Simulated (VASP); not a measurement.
# Y (Im-3m) in VASP: further runs, part 2 of 2

VASP 6.6.1. The steps go on from the part before.

## Step 5: Relaxation of cell and atoms, RPBE

This run uses another cell than the first one, of 26.83 Å³/atom, 0.797 times its volume.

Input file INCAR:

```
SYSTEM = Y
ALGO     = Normal         ! electronic algorithm
EDIFF    = 1E-7           ! SCF threshold, eV
EDIFFG   = -0.01          ! ionic threshold
ENCUT    = 600            ! plane-wave cutoff, eV
GGA      = RP             ! functional
IBRION   = 2              ! ionic algorithm
ISIF     = 3              ! what is computed and relaxed
ISMEAR   = -5             ! smearing method
LASPH    = .True.         ! aspherical terms in the spheres
LCHARG   = .False.        ! write CHGCAR
LREAL    = .False.        ! projectors in reciprocal space
LWAVE    = .False.        ! write WAVECAR
NELM     = 60             ! most SCF steps
NSW      = 60             ! ionic steps
PREC     = Accurate       ! precision mode
SIGMA    = 0.1            ! smearing width, eV
```

Input file KPOINTS:

```
k-points
0
Gamma
  7 7 7
  0 0 0
```

Input file POSCAR:

```
Y
1.0
   -1.8860180000      1.8860180000      1.8860180000
    1.8860180000     -1.8860180000      1.8860180000
    1.8860180000      1.8860180000     -1.8860180000
Y
1
Direct
    0.0000000000      0.0000000000      0.0000000000
```

Potentials or basis: VASP PAW PBE potentials, release 64 (Y_sv).

On the command line:

```
$ cat potpaw_PBE.64/Y_sv/POTCAR > POTCAR
$ mpirun -np 1 vasp_std > vasp.out
```

OUTCAR:

```text
SYSTEM = Y
   EDIFF = 1E-7
   EDIFFG = -0.01
   ENCUT = 600
   GGA = RP
   IBRION = 2
   ISIF = 3
   ISMEAR = -5
   LASPH = .True.
   LREAL = .False.
   NELM = 60
   NSW = 60
   PREC = Accurate

 ion  position               nearest neighbor table
   1  0.000  0.000  0.000-

  LATTYP: Found a body centered cubic cell.
 ALAT       =     3.7720360000

  Lattice vectors:

 A1 = (  -1.8860180000,   1.8860180000,   1.8860180000)
 A2 = (   1.8860180000,  -1.8860180000,   1.8860180000)
 A3 = (   1.8860180000,   1.8860180000,  -1.8860180000)

Analysis of symmetry for initial positions (statically):
=====================================================================
 Subroutine PRICEL returns:
 Original cell was already a primitive cell.

[... 174 lines left out ...]
 Fermi energy:         4.3177976287

 k-point     1 :       0.0000    0.0000    0.0000
  band No.  band energies     occupation
      1     -38.1510      2.00000
      2     -17.6418      2.00000
      3     -17.6418      2.00000
      4     -17.6418      2.00000
      5      -0.7746      2.00000
      6       6.2054      0.00000
      7       6.2054      0.00000
      8       6.2054      0.00000
      9       8.5213      0.00000
[... 365 lines left out ...]
--------------------------------------- Ionic step        5  -------------------------------------------

 number of electron      10.9999999 magnetization

 Free energy of the ion-electron system (eV)
  ---------------------------------------------------
  ext. energy  EPLUGINS =         0.00000000
  ---------------------------------------------------
  free energy    TOTEN  =        -5.99340317 eV

  energy without entropy =       -5.99340317  energy(sigma->0) =       -5.99340317

 E-fermi :   3.0843     XC(G=0):  -9.1886

 val. band max:        3.0075124398   @ k =  -0.2857   0.2857   0.2857
 cond. band min:       3.0745885027   @ k =   0.2857   0.1429   0.1429
 fundamental gap:      0.0670760629
 Fermi energy:         3.0842966812

 k-point     1 :       0.0000    0.0000    0.0000
  band No.  band energies     occupation
      1     -39.9653      2.00000
      2     -19.6872      2.00000
      3     -19.6872      2.00000
      4     -19.6872      2.00000
      5      -1.6890      2.00000
      6       4.6954      0.00000
      7       4.6954      0.00000
      8       4.6954      0.00000
      9       6.5007      0.00000
[... 254 lines left out ...]
  FREE ENERGIE OF THE ION-ELECTRON SYSTEM (eV)
  ---------------------------------------------------
  free  energy   TOTEN  =        -5.9934031656 eV

  energy  without entropy=       -5.9934031656  energy(sigma->0) =       -5.99340317

 reached required accuracy - stopping structural energy minimisation
```

CONTCAR:

```text
Y
   1.00000000000000
    -2.0438193189928593    2.0438193189928593    2.0438193189928593
     2.0438193189928593   -2.0438193189928593    2.0438193189928593
     2.0438193189928593    2.0438193189928593   -2.0438193189928593
  Y
     1
Direct
     1.0000000000000000    0.0000000000000000    0.0000000000000000

  0.00000000E+00  0.00000000E+00  0.00000000E+00
```

Run time: 43 s. Hardware: 1 thread of Intel Xeon Platinum 8488C (Sapphire Rapids), shared host; peak memory 0.17 GiB.

What came out:

```
Free energy                            : -5.9934 eV
Relaxed volume                         : 34.15 Å³/atom
Relaxed cell                           : a = 3.540 Å, b = 3.540 Å, c = 3.540 Å, α = 109.47°, β = 109.47°, γ = 109.47°
Space group after relaxing (to 0.05 Å) : Im-3m (No. 229)
Energy gained by relaxing              : 244.8 meV/atom
Ionic steps                            : 5
Pressure after relaxing                : 0.0 GPa
Band gap on the k mesh                 : none (metal or under the smearing width)
```

Step by step:
```
step  energy change (eV)  largest force (eV/Å)  pressure (GPa)  volume (Å³)
   1              0.0000                0.0000           12.61        26.83
   2             -0.2361                0.0000           -1.72        35.90
   3             -0.2447                0.0000            0.10        34.07
   4             -0.2448                0.0000           -0.07        34.22
   5             -0.2448                0.0000            0.01        34.15
```

Final structure:
```yaml
crystal:
  lattice:
    - [-2.04382, 2.04382, 2.04382]
    - [2.04382, -2.04382, 2.04382]
    - [2.04382, 2.04382, -2.04382]
  atoms:
    - { symbol: Y, position: [0.00000, 0.00000, 0.00000] }
```

Levels at points of the mesh, in eV from the Fermi level:
```csv
k point,band 1,band 2,band 3,band 4,band 5,band 6,band 7,band 8,band 9
"(0.00, 0.00, 0.00)",-43.05,-22.77,-22.77,-22.77,-4.77,1.61,1.61,1.61,3.42
```

Caveat: the volume moved by over 15 % at a fixed basis, so the end points are rough; the PAW data sets were made with another functional, which shifts forces and pressure a little; tetrahedron occupations give inexact forces and stress in metals.

## Step 6: The runs side by side

```tsv
task	level	cell	cutoff (eV)	smearing	gap on the mesh (eV)	pressure (GPa)	relaxed volume (Å³/atom)
single point	r2SCAN	Im-3m, 33.65 Å³/atom	520	fermi-dirac 0.1 eV	none	0.1	-
relaxation of cell and atoms	r2SCAN	relaxed	600	fermi-dirac 0.1 eV	none	0.0	33.68
single point	RPBE	Im-3m, 34.42 Å³/atom	520	tetrahedron	none	-0.3	-
relaxation of cell and atoms	RPBE	relaxed	600	tetrahedron	none	0.0	34.15
```

Alike in all rows: potentials or basis VASP PAW PBE potentials, release 64 (Y_sv); no spin polarisation; k mesh 7 × 7 × 7.

Caveats: the PAW data sets were made with another functional, which shifts forces and pressure a little; the volume moved by over 15 % at a fixed basis, so the end points are rough (some runs); tetrahedron occupations give inexact forces and stress in metals (some runs).

Total energies depend on the potentials used, so only differences within one code and one set of settings carry meaning.
